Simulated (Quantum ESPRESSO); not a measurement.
Something may be wrong with this Quantum ESPRESSO 7.5 calculation of WS.

File pw.in:

```
&CONTROL
  calculation = 'scf'
  prefix = 'pwscf'
  outdir = './tmp'
  pseudo_dir = './pseudo'
  tprnfor = .true.
  disk_io = 'low'
/
&SYSTEM
  ibrav = 0
  nat = 4
  ntyp = 2
  ecutwfc = 75
  nbnd = 45
  input_dft = 'rpbe'
  occupations = 'smearing'
  smearing = 'mp'
  degauss = 0.00734986
  vdw_corr = 'grimme-d3'
  dftd3_version = 3
/
&ELECTRONS
  conv_thr = 4d-09
  electron_maxstep = 50
  mixing_beta = 0.3
  mixing_mode = 'local-TF'
/
ATOMIC_SPECIES
W    183.8400 W_ONCV_PBE-1.2.upf
S     32.0600 S_ONCV_PBE-1.2.upf
CELL_PARAMETERS angstrom
   3.1835163551    0.0000000000    0.0000000000
  -1.5917581776    2.7570060369    0.0000000000
   0.0000000000    0.0000000000   31.9505778900
ATOMIC_POSITIONS crystal
W      0.3333333300    0.6666666600    0.2347375383
S      0.6666666700    0.3333333400    0.2835461018
S      0.6666666700    0.3333333400    0.7164538982
W      0.3333333300    0.6666666600    0.7652624617
```

Potentials or basis: SG15 PBE 1.2.

Command:

```console
$ OMP_NUM_THREADS=1 mpirun -n 2 pw.x -in pw.in > pw.out
```

pw.out:

```text
This program is part of the open-source Quantum ESPRESSO suite
     for quantum simulation of materials; please cite
         "P. Giannozzi et al., J. Phys.:Condens. Matter 21 395502 (2009);
         "P. Giannozzi et al., J. Phys.:Condens. Matter 29 465901 (2017);
         "P. Giannozzi et al., J. Chem. Phys. 152 154105 (2020);
     in publications or presentations arising from this work. More details at

     IMPORTANT: XC functional enforced from input :
     Exchange-correlation= RPBE
                           (   1   4  44   4   0   0   0)
     Any further DFT definition will be discarded
     Please, verify this is what you really want

     gamma-point specific algorithms are used
     Message from routine setup:
     using ibrav=0 with symmetry is DISCOURAGED, use correct ibrav instead

     Subspace diagonalization in iterative solution of the eigenvalue problem:
     a serial algorithm will be used

[... 108 lines left out ...]
     Starting wfcs are random

     Self-consistent Calculation

     iteration #  1     ecut=    75.00 Ry     beta= 0.30
     Davidson diagonalization with overlap
     ethr =  1.00E-02,  avg # of iterations = 16.0

     negative rho (up, down):  1.885E-02 0.000E+00
[... 278 lines left out ...]
     iteration # 34     ecut=    75.00 Ry     beta= 0.30
     Davidson diagonalization with overlap
     ethr =  1.11E-11,  avg # of iterations =  2.0

     End of self-consistent calculation

[... 9 lines left out ...]
     the Fermi energy is     0.0491 ev

!    total energy              =   -1128.38192194 Ry
     estimated scf accuracy    <          2.2E-09 Ry
     smearing contrib. (-TS)   =      -0.00958812 Ry
     internal energy E=F+TS    =   -1128.37233381 Ry

     The total energy is F=E-TS. E is the sum of the following terms:
     one-electron contribution =   -3709.73810634 Ry
     hartree contribution      =    1854.33634725 Ry
     xc contribution           =     -94.05253346 Ry
     ewald contribution        =     821.14347066 Ry
     DFT-D3 Dispersion         =      -0.06151192 Ry

     convergence has been achieved in  34 iterations

     Forces acting on atoms (cartesian axes, Ry/au):

     atom    1 type  1   force =     0.00000000    0.00000000    0.01167963
     atom    2 type  2   force =     0.00000000    0.00000000   -0.01166740
     atom    3 type  2   force =    -0.00000000    0.00000000    0.01166740
     atom    4 type  1   force =     0.00000000    0.00000000   -0.01167963

     Total force =     0.023347     Total SCF correction =     0.000148

=------------------------------------------------------------------------------=
   JOB DONE.
=------------------------------------------------------------------------------=
```

Problem. How did it end, and where is the flaw?

Solution. Self-consistency was reached. The input holds a flaw that was put in on purpose: missing k-point card. The program doesn't stop on it, so the numbers can't be trusted though the run ends normally.
